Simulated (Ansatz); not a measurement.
Runs of Ansatz 0.2.0 on LiCl. Symmetry: Fm-3m, No. 225, cubic system. Conventional cell: a = 5.130 Å, b = 5.130 Å, c = 5.130 Å, α = 90.00°, β = 90.00°, γ = 90.00°. Cl (site symmetry m-3m) is surrounded by 6 Li at 2.56 Å. Around Li (site symmetry m-3m) lie 6 Cl at 2.56 Å. 

```csv
task,level,cell,points for each segment of the path,gap on the mesh (eV),pressure (GPa),relaxed volume (Å³/atom)
relaxation of cell and atoms,LDA,relaxed,-,(b),0.0,15.29
band structure,RPBE,as given,14,6.58,2.4,-
relaxation of cell and atoms,PBEsol,relaxed,-,6.35,0.0,16.22
band structure,LDA,as given,14,5.99,(a),-
band structure,revPBE,as given,14,6.53,2.1,-
```

Alike in all rows: potentials or basis Ansatz PAW; no spin polarisation; k mesh 9 × 9 × 9; cutoff (eV) 420; smearing fermi-dirac 0.05 eV.

Q: Fill in the values left out.

A: (a) -3.2; (b) 6.54.

Caveats: the PAW data sets come from PBE, with cores solved anew for the run's functional, which leaves a small shift of forces and pressure; odd divisions of the mesh miss points on the zone boundary, where band edges often lie, so the gap on the mesh can be too wide (some runs); the plane-wave basis is chosen anew once the cell has moved, so the energies of steps on either side of that aren't comparable (some runs).

A k mesh can miss the band edges.

Runs at the PBE level aren't shown here.
